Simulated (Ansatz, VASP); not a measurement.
Two plane-wave programs on Si

```
Si
1.0
     2.67397    2.67397    0.00000
    -2.67397    2.67397    0.00000
     0.00000    2.67397    2.72204
Si
2
Cartesian
  -1.3370 4.0110 1.3610
  0.0000 0.0000 0.0000
```

Change from the starting cell: in-plane strain -0.01, out-of-plane length and atoms relaxed by PAW.

Alike in both runs: functional LDA; k mesh 8 × 8 × 8; no spin polarisation.

Ansatz relaxed the structure, and its values are those at the end. VASP's run is a single point on that final structure, the one shown.

|  | VASP | Ansatz |
| --- | --- | --- |
| version | VASP 6.6.1 | Ansatz 0.2.0 |
| potentials or method | VASP PAW LDA potentials, release 64 (Si) | PAW with Ansatz's default frozen-core files, scalar-relativistic |
| plane-wave cutoff (eV) | 520 | 420 |
| occupations | gaussian, width 0.01 eV | fixed |
| valence electrons in the cell | 8 | 8 |

```tsv
	VASP	Ansatz	Ansatz less VASP
pressure (GPa)	1.3	1.2	-0.05
```
